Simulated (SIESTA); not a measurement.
SiC (Moissanite) under changes of volume

One of the cells (10.341 Å³/atom); the others are scaled copies at fixed shape and fractional positions:

```
CELL_PARAMETERS angstrom
3.07600 0.00000 0.00000
-1.53800 2.66389 0.00000
0.00000 0.00000 5.04800
ATOMIC_POSITIONS crystal
Si 0.66667 0.33333 0.50000
Si 0.33333 0.66667 0.00000
C 0.66667 0.33333 0.88500
C 0.33333 0.66667 0.38500
```

```yaml
Program: SIESTA 5.4.2
Functional: PBE
Potentials_or_basis: PseudoDojo 0.4 standard (PBE files)
Basis: SZP (energy shift 0.002 Ry)
Grid_cutoff: 500 Ry
Energy_shift: 0.002 Ry
k_mesh: 10 × 10 × 5
Occupations: fermi-dirac, width 0.05 eV
Spin: no spin polarisation
```

```tsv
volume (Å³/atom)	energy over the lowest point (meV/atom)	pressure (GPa)	gap on the mesh (eV)	largest force (eV/Å)
9.721	?	?	?	?
9.927	67.15	23.0	2.52	0.997
10.134	41.13	17.4	2.56	0.958
10.341	22.01	12.3	2.59	0.920
10.548	9.13	7.7	2.62	0.887
10.755	1.96	3.5	2.61	0.854
10.961	0.00	-0.4	2.58	0.825
```

Task: What does the run at 9.721 Å³/atom give?

Result: Energy over the lowest point 100.84 meV/atom; pressure 29.3 GPa; gap on the mesh 2.49 eV; largest force 1.035 eV/Å.

Worked out: A Birch-Murnaghan fit of order 3 (a polynomial in V^(-2/3)) to the other rows has its minimum at 10.94 Å³/atom with B0 = V·E''(V) = 196 GPa and B' = 3.8 at fixed shape and positions, which overstates the stiffness. It gives 100.53 meV/atom at 9.721 Å³/atom, against the run's 100.84, and -dE/dV = 29.1 GPa, against 29.3. A parabola through the other rows of the gap, of slope 3.9 eV per unit of ln V there, extrapolates to 2.44 eV, against the run's 2.49.

Energies are extrapolated to zero smearing.

Caveats: an odd mesh through Γ misses points on the zone boundary, where band edges often lie; the basis of atomic orbitals isn't converged, which shifts pressures, moduli and gaps; forces of over 1 eV/Å show positions far from the minimum, so gaps and moduli don't describe the material at rest (some runs).
